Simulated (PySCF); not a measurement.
**Structure elucidation problem**

An unknown has the formula C$_{5}$H$_{11}$N. Its calculated NMR data are:

1H NMR (300 MHz, computed): δ 2.74 (m, 4H), 1.61 (m, 2H), 1.29 (m, 4H), 0.12 (br s, 1H).

13C{1H} NMR (computed): δ 51.4 (CH2), 33.5 (CH2), 29.3 (CH2).

- CAM-B3LYP/pcSseg-2 with gauge-including orbitals
- B3LYP/pcJ-1 coupling constants (spin–dipole term only in couplings to heteroatoms)
- structure optimised with PBE0-D3(BJ)/def2-SVP
- program: PySCF 2.14.0 with density-fitted response routines
- one computed conformer, no solvent model, averaged over atoms made equivalent by symmetry, fast rotation or ring inversion, non-relativistic

δ = σ(ref) − σ, references computed at the same level: 1H and 13C vs TMS.

What is the structure?

## Answers


The formula gives 1 degree of unsaturation (1 ring in the answer). 3 carbon signals for 5 carbons: some carbons are equivalent by symmetry or fast rotation. Carbon types of the structure: 5 × CH2, leaving 1 H on heteroatoms. δC 51.4: sp3 CH2 bonded to N; deshielded by the electronegative neighbour. δC 33.5, 29.3: sp3 CH2 in a ring; saturated and bonded to C and H only. δH 2.74: hydrogen on an sp3 CH2 bonded to N; its carbon carries N, an electronegative neighbour. δH 1.61, 1.29: hydrogen on an sp3 CH2 in a ring. δH 0.12: hydrogen on an amine nitrogen; exchangeable, gas-phase position.

Structure: Piperidine.

The data come from this structure; uniqueness wasn't tested.

Exchangeable OH/NH protons stand at their gas-phase positions; hydrogen bonding in a real sample shifts them, mostly to higher δ. Splittings below 1 Hz are ignored in the labels, and close J values are merged. Couplings among chemically equivalent protons are left out too, so labels in AA′BB′ or AA′XX′ sets are apparent multiplicities. Unscaled 3J(H,H) at this level run about 10 % above measured values. Shifts are as computed, not scaled to solution data. Of 1211 compounds with measured shifts, 218 miss one by over three times the rms of a fit or turn the order of signals round; such compounds aren't used in these exercises. Couplings to exchangeable protons are dropped.
